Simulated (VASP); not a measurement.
# BN (P6_3/mmc) in VASP: a series of runs, part 2 of 2

VASP 6.6.1.

## (3) Dielectric tensor, PBE

INCAR reads:

```
ALGO = Normal
EDIFF = 1E-8
ENCUT = 460
GGA = PE
ISIF = 2
ISMEAR = 0
LASPH = True
LCHARG = False
LEPSILON = True
LREAL = False
LWAVE = False
NELM = 100
PREC = Accurate
SIGMA = 0.01
```

KPOINTS reads:

```
k-points
0
Gamma
  6 6 2
```

POSCAR reads:

```
BN
1.0
    2.4982400000      0.0000000000      0.0000000000
   -1.2491200000      2.1635393048      0.0000000000
    0.0000000000      0.0000000000      6.6357000000
N B
2 2
Direct
    0.6666666667      0.3333333333      0.2500000000
    0.3333333333      0.6666666667      0.7500000000
    0.6666666667      0.3333333333      0.7500000000
    0.3333333333      0.6666666667      0.2500000000
```

Potentials or basis: VASP PAW PBE potentials, release 64 (N, B).

The run is started by

```bash
$ cat potpaw_PBE.64/N/POTCAR potpaw_PBE.64/B/POTCAR > POTCAR
$ mpirun -np 1 vasp_std > vasp.out
```

OUTCAR:

```text
EDIFF = 1E-8
   ENCUT = 460
   GGA = PE
   ISIF = 2
   ISMEAR = 0
   LASPH = True
   LEPSILON = True
   LREAL = False
   NELM = 100
   PREC = Accurate

 Found     14 irreducible k-points:

 Following reciprocal coordinates:
            Coordinates               Weight
  0.000000  0.000000  0.000000      1.000000
  0.166667  0.000000  0.000000      6.000000
  0.333333  0.000000  0.000000      6.000000
  0.500000  0.000000  0.000000      3.000000
  0.166667  0.166667  0.000000      6.000000
  0.333333  0.166667  0.000000     12.000000
   k-points           NKPTS =     14   k-points in BZ     NKDIM =     14   number of bands    NBANDS=     12
   number of dos      NEDOS =    301   number of ions     NIONS =      4
   total plane-waves  NPLWV =  15552
   dimension x,y,z NGX =    18 NGY =   18 NGZ =   48
   dimension x,y,z NGXF=    36 NGYF=   36 NGZF=   96
   ions per type =               2   2
   NGX,Y,Z   is equivalent  to a cutoff of  11.98, 11.98, 12.03 a.u.
   NGXF,Y,Z  is equivalent  to a cutoff of  23.96, 23.96, 24.05 a.u.
 SYSTEM =  unknown system
   PREC   = accura    normal or accurate (medium, high low for compatibility)
   ISTART =      0    job   : 0-new  1-cont  2-samecut
   ICHARG =      2    charge: 1-file 2-atom 10-const
   ISPIN  =      1    spin polarized calculation?
   LNONCOLLINEAR =      F non collinear calculations
   LSORBIT =      F    spin-orbit coupling
   LASPH  =      T    aspherical Exc in radial PAW
   ENCUT  =  460.0 eV  33.81 Ry    5.81 a.u.   4.37  4.37 11.60*2*pi/ulx,y,z
   NELM   =    100;   NELMIN=  2; NELMDL= -5     # of ELM steps
   EDIFF  = 0.1E-07   stopping-criterion for ELM
   LREAL  =      F    real-space projection
   EDIFFG = 0.1E-06   stopping-criterion for IOM
   NSW    =      0    number of steps for IOM
   IBRION =     -1    ionic relax: 0-MD 1-quasi-New 2-CG
   NFREE  =      0    steps in history (QN), initial steepest desc. (CG)
   ISIF   =      2    stress and relaxation
   ISYM   =      2    0-nonsym 1-usesym 2-fastsym
   POTIM  = 0.5000    time-step for ionic-motion
   TEBEG  =    0.0;   TEEND  =   0.0 temperature during run
   PSTRESS=    0.0 pullay stress
   NELECT =      16.0000    total number of electrons
   NUPDOWN=      -1.0000    fix difference up-down
   EMIN   =  10.00;   EMAX   =-10.00  energy-range for DOS
   EFERMI =   0.00;   METHOD = LEGACY
   ISMEAR =     0;   SIGMA  =   0.01  broadening in eV -4-tet -1-fermi 0-gaus
   EFERMI_NEDOS =   21; number of points for ismear=-14 and -15
   IALGO  =     38    algorithm
   IMIX   =      4    mixing-type and parameters
     AMIX     =   0.40;   BMIX     =  1.00
     AMIX_MAG =   1.60;   BMIX_MAG =  1.00
  volume/ion in A,a.u.               =       8.97        60.51
  Fermi-wavevector in a.u.,A,eV,Ry     =   1.250891  2.363842 21.289433  1.564729
  Thomas-Fermi vector in A             =   2.384864
   LORBIT       =      0    0 simple, 1 ext, 2 COOP (PROOUT), +10 PAW based schemes
   GGA     = PE    functional components
   LHFCALC =     F    Hartree Fock is set to
   AEXX    =    0.0000 exact exchange contribution
   IVDW    =     0    specifies the selected vdW correction
   LEPSILON=     T    determine dielectric tensor
   LRPA    =     F    only Hartree local field effects (RPA)
 non-spin polarized calculation
[... 114 lines left out ...]
  Total        1.2750253      1.2750253      0.4627113      0.0000000     -0.0000000      0.0000000
  in kB       56.9565508     56.9565508     20.6697415      0.0000000     -0.0000000      0.0000000
  external PRESSURE =      44.8609477 kB  Pullay stress =       0.0000000 kB

 VOLUME and BASIS-vectors are now :
 -----------------------------------------------------------------------------
  energy-cutoff  :      460.00
  volume of cell :       35.87
      direct lattice vectors                 reciprocal lattice vectors
     2.498240000  0.000000000  0.000000000     0.400281798  0.231102804  0.000000000
    -1.249120000  2.163539305  0.000000000     0.000000000  0.462205608  0.000000000
     0.000000000  0.000000000  6.635700000     0.000000000  0.000000000  0.150700002

 POSITION                                       TOTAL-FORCE (eV/Angst)
 -----------------------------------------------------------------------------------
      1.24912      0.72118      1.65892        -0.000000      0.000000      0.000000
     -0.00000      1.44236      4.97677         0.000000      0.000000      0.000000
      1.24912      0.72118      4.97677        -0.000000      0.000000      0.000000
     -0.00000      1.44236      1.65892         0.000000     -0.000000      0.000000
 -----------------------------------------------------------------------------------
    total drift:                                0.000000     -0.000000      0.000000

  FREE ENERGIE OF THE ION-ELECTRON SYSTEM (eV)
  ---------------------------------------------------
  free  energy   TOTEN  =       -35.1483374512 eV

  energy  without entropy=      -35.1483374512  energy(sigma->0) =      -35.14833745

 HEAD OF MICROSCOPIC STATIC DIELECTRIC TENSOR (INDEPENDENT PARTICLE, excluding Hartree and local field effects)
 ------------------------------------------------------
           4.816705     0.000000     0.000000
           0.000000     4.816705     0.000000
           0.000000     0.000000     3.018831
 ------------------------------------------------------

 Free energy of the ion-electron system (eV)
  ---------------------------------------------------
  ---------------------------------------------------
  free energy    TOTEN  =        -0.39447811 eV

  energy without entropy =       -0.39447811

------------------------ aborting loop because EDIFF is reached ----------------------------------------

--------------------------------------- Ionic step        2  -------------------------------------------

------------------------ aborting loop because EDIFF is reached ----------------------------------------

--------------------------------------- Ionic step        3  -------------------------------------------

 Free energy of the ion-electron system (eV)
  ---------------------------------------------------
  ---------------------------------------------------
  free energy    TOTEN  =        -0.18746747 eV

  energy without entropy =       -0.18746747

------------------------ aborting loop because EDIFF is reached ----------------------------------------

 PIEZOELECTRIC TENSOR FIELD DIRECTION 3  (e Angst)
 -----------------------------------------------------------------------------
     0.00000  0.00000  0.00000           (  0.00000  0.00000  0.00000)
    -0.00000  0.00000 -0.00000           ( -0.00000  0.00000  0.00000)
     0.00000 -0.00000  0.00000           (  0.00000  0.00000 -0.00000)

 PIEZOELECTRIC TENSOR FIELD DIRECTION 3  (C/m^2)
 -----------------------------------------------------------------------------
     0.00000  0.00000  0.00000
    -0.00000  0.00000 -0.00000
     0.00000 -0.00000  0.00000

 MACROSCOPIC STATIC DIELECTRIC TENSOR (including local field effects in DFT)
 ------------------------------------------------------
           4.728440     0.000000     0.000000
           0.000000     4.728440    -0.000000
           0.000000     0.000000     2.695595
 ------------------------------------------------------

 PIEZOELECTRIC TENSOR (including local field effects)  for field in x, y, z        (e  Angst)
          XX          YY          ZZ          XY          YZ          ZX
  --------------------------------------------------------------------------------
  x     0.00000     0.00000     0.00000     0.00000     0.00000     0.00000
  y     0.00000     0.00000     0.00000     0.00000     0.00000     0.00000
  z     0.00000     0.00000     0.00000     0.00000     0.00000     0.00000

 PIEZOELECTRIC TENSOR (including local field effects)  for field in x, y, z        (C/m^2)
          XX          YY          ZZ          XY          YZ          ZX
  --------------------------------------------------------------------------------
  x     0.00000     0.00000     0.00000     0.00000     0.00000     0.00000
  y     0.00000     0.00000     0.00000     0.00000     0.00000     0.00000
  z     0.00000     0.00000     0.00000     0.00000     0.00000     0.00000

 BORN EFFECTIVE CHARGES (including local field effects) (in |e|, cummulative output)
 ---------------------------------------------------------------------------------
 ion    1
    1    -2.70452     0.00000     0.00000
    2     0.00000    -2.70452     0.00000
    3     0.00000     0.00000    -0.74202
 ion    2
    1    -2.70452     0.00000     0.00000
    2     0.00000    -2.70452     0.00000
    3     0.00000     0.00000    -0.74202
 ion    3
    1     2.70452     0.00000     0.00000
    2     0.00000     2.70452     0.00000
    3    -0.00000     0.00000     0.74202
 ion    4
    1     2.70452     0.00000    -0.00000
    2     0.00000     2.70452    -0.00000
    3     0.00000    -0.00000     0.74202
```

OSZICAR:

```text
[... 13 lines left out ...]
RMM:   3    -0.176894220815E+00    0.23154E-01   -0.21203E-02   488   0.100E+00    0.344E-01
RMM:   4    -0.181261706768E+00   -0.43675E-02   -0.20766E-02   522   0.973E-01    0.109E-01
RMM:   5    -0.187001993193E+00   -0.57403E-02   -0.52523E-04   530   0.184E-01    0.116E-02
RMM:   6    -0.187169663919E+00   -0.16767E-03   -0.15616E-05   548   0.210E-02    0.560E-03
RMM:   7    -0.187455602800E+00   -0.28594E-03   -0.24637E-06   539   0.131E-02    0.108E-03
RMM:   8    -0.187473935277E+00   -0.18332E-04   -0.14263E-07   542   0.247E-03    0.345E-04
RMM:   9    -0.187468891530E+00    0.50437E-05   -0.15789E-08   551   0.892E-04    0.362E-05
RMM:  10    -0.187466889432E+00    0.20021E-05   -0.13095E-09   482   0.158E-04    0.169E-05
RMM:  11    -0.187467470034E+00   -0.58060E-06   -0.63362E-10   302   0.635E-05    0.438E-06
```

Wall time 63 s (1 thread of AMD EPYC 7R43 (Zen 3), shared host); peak memory 0.12 GiB.

The run converged, but some of its settings lie outside the range that counts as converged, so its numbers aren't taken as properties of the crystal.

Results:

* Band gap on the k mesh: 4.29 eV, indirect (least direct gap 4.66 eV)
* Electronic dielectric tensor (diagonal): 4.73, 4.73, 2.70
* Born charges (mean of the diagonal): N -2.05; B +2.05 e

Caveat: the k mesh is coarse (spacing up to 0.48 Å⁻¹), so the values aren't converged; the cutoff is under 1.25 times the usual one of these potentials, so pressure, stress and relaxed cells hold a basis-set (Pulay) error; this functional lacks dispersion, which binds the layers, so the pressure and a relaxed spacing across them are unreliable.

## (4) Dielectric tensor, PBE

INCAR: that of step 3 with these lines changed.

```diff
@@ -2,3 +2,3 @@
 EDIFF = 1E-8
-ENCUT = 460
+ENCUT = 520
 GGA = PE
```

KPOINTS is that of step 3.

POSCAR is that of step 3.

Potentials or basis: VASP PAW PBE potentials, release 64 (N, B).

The run is started by

```bash
$ cat potpaw_PBE.64/N/POTCAR potpaw_PBE.64/B/POTCAR > POTCAR
$ mpirun -np 1 vasp_std > vasp.out
```

OUTCAR:

```text
EDIFF = 1E-8
   ENCUT = 520
   GGA = PE
   ISIF = 2
   ISMEAR = 0
   LASPH = True
   LEPSILON = True
   LREAL = False
   NELM = 100
   PREC = Accurate

 Found     14 irreducible k-points:

 Following reciprocal coordinates:
            Coordinates               Weight
  0.000000  0.000000  0.000000      1.000000
  0.166667  0.000000  0.000000      6.000000
  0.333333  0.000000  0.000000      6.000000
  0.500000  0.000000  0.000000      3.000000
  0.166667  0.166667  0.000000      6.000000
  0.333333  0.166667  0.000000     12.000000
   k-points           NKPTS =     14   k-points in BZ     NKDIM =     14   number of bands    NBANDS=     12
   number of dos      NEDOS =    301   number of ions     NIONS =      4
   total plane-waves  NPLWV =  20000
   dimension x,y,z NGX =    20 NGY =   20 NGZ =   50
   dimension x,y,z NGXF=    40 NGYF=   40 NGZF=  100
   ions per type =               2   2
   NGX,Y,Z   is equivalent  to a cutoff of  13.31, 13.31, 12.53 a.u.
   NGXF,Y,Z  is equivalent  to a cutoff of  26.62, 26.62, 25.05 a.u.
 SYSTEM =  unknown system
   PREC   = accura    normal or accurate (medium, high low for compatibility)
   ISTART =      0    job   : 0-new  1-cont  2-samecut
   ICHARG =      2    charge: 1-file 2-atom 10-const
[... 211 lines left out ...]
------------------------ aborting loop because EDIFF is reached ----------------------------------------

 PIEZOELECTRIC TENSOR FIELD DIRECTION 3  (e Angst)
 -----------------------------------------------------------------------------
    -0.00000 -0.00000 -0.00000           ( -0.00000  0.00000  0.00000)
     0.00000 -0.00000 -0.00000           (  0.00000 -0.00000 -0.00000)
     0.00000 -0.00000 -0.00000           (  0.00000 -0.00000 -0.00000)

 PIEZOELECTRIC TENSOR FIELD DIRECTION 3  (C/m^2)
 -----------------------------------------------------------------------------
    -0.00000 -0.00000 -0.00000
     0.00000 -0.00000 -0.00000
     0.00000 -0.00000 -0.00000

 MACROSCOPIC STATIC DIELECTRIC TENSOR (including local field effects in DFT)
 ------------------------------------------------------
           4.729013     0.000000     0.000000
          -0.000000     4.729013    -0.000000
           0.000000     0.000000     2.696127
 ------------------------------------------------------

 PIEZOELECTRIC TENSOR (including local field effects)  for field in x, y, z        (e  Angst)
          XX          YY          ZZ          XY          YZ          ZX
  --------------------------------------------------------------------------------
  x     0.00000     0.00000     0.00000     0.00000     0.00000     0.00000
  y     0.00000     0.00000     0.00000     0.00000     0.00000     0.00000
  z     0.00000     0.00000     0.00000     0.00000     0.00000     0.00000

 PIEZOELECTRIC TENSOR (including local field effects)  for field in x, y, z        (C/m^2)
          XX          YY          ZZ          XY          YZ          ZX
  --------------------------------------------------------------------------------
  x     0.00000     0.00000     0.00000     0.00000     0.00000     0.00000
  y     0.00000     0.00000     0.00000     0.00000     0.00000     0.00000
  z     0.00000     0.00000     0.00000     0.00000     0.00000     0.00000

 BORN EFFECTIVE CHARGES (including local field effects) (in |e|, cummulative output)
 ---------------------------------------------------------------------------------
 ion    1
    1    -2.70582     0.00000    -0.00000
    2     0.00000    -2.70582     0.00000
    3     0.00000    -0.00000    -0.74290
 ion    2
    1    -2.70582     0.00000    -0.00000
    2     0.00000    -2.70582     0.00000
    3     0.00000     0.00000    -0.74290
 ion    3
    1     2.70582     0.00000     0.00000
    2     0.00000     2.70582     0.00000
    3    -0.00000     0.00000     0.74290
 ion    4
    1     2.70582     0.00000     0.00000
    2     0.00000     2.70582     0.00000
    3    -0.00000     0.00000     0.74290
```

stdout:

```text
POSCAR found type information on POSCAR N B
 POSCAR found :  2 types and       4 ions
 scaLAPACK will be used
 LDA part: xc-table for (Slater+PW92), standard interpolation
 POSCAR, INCAR and KPOINTS ok, starting setup
 FFT: planning ... GRIDC
 FFT: planning ... GRID_SOFT
 FFT: planning ... GRID
 WAVECAR not read
 entering main loop
 Linear response reoptimize wavefunctions to high precision
 Linear response G [H, r] |phi>, progress :
  Direction:   1
 Linear response G [H, r] |phi>, progress :
  Direction:   2
 Linear response G [H, r] |phi>, progress :
  Direction:   3
 Linear response to external field (no local field effect), progress :
  Direction:   1
 dielectric tensor                  component  1 :     5.176     0.849     0.000
 Linear response to external field (no local field effect), progress :
  Direction:   2
 dielectric tensor                  component  2 :     0.849     4.458     0.000
 Linear response to external field (no local field effect), progress :
  Direction:   3
 dielectric tensor                  component  3 :     0.000     0.000     3.019
 Linear response to external field, progress :
  Direction:   1
 dielectric tensor                  component  1 :     4.729     0.082     0.000
 Linear response to external field, progress :
  Direction:   2
 dielectric tensor                  component  2 :     0.082     4.729     0.000
 Linear response to external field, progress :
  Direction:   3
 dielectric tensor                  component  3 :     0.000     0.000     2.696
 Born effective charges drift removed
```

It took 82 s on 1 thread of AMD EPYC 7R43 (Zen 3), shared host; peak memory 0.13 GiB.

These settings aren't checked as converged: the numbers below hold their error.

Results:

| Property | Result |
| --- | --- |
| Band gap on the k mesh | 4.29 eV, indirect (least direct gap 4.66 eV) |
| Electronic dielectric tensor (diagonal) | 4.73, 4.73, 2.70 |
| Born charges (mean of the diagonal) | N -2.05; B +2.05 e |

Caveat: the k mesh is coarse (spacing up to 0.48 Å⁻¹), so the values aren't converged; this functional lacks dispersion, which binds the layers, so the pressure and a relaxed spacing across them are unreliable.

## (5) For comparison

An earlier run on the cell as given: functional PBE; potentials or basis VASP PAW PBE potentials, release 64 (N, B); cutoff 520 eV; k mesh 12 × 12 × 4; occupations fermi-dirac, width 0.05 eV; no spin polarisation.

* Pressure: 5.1 GPa
* Band gap on the k mesh: 4.29 eV, indirect (least direct gap 4.66 eV)
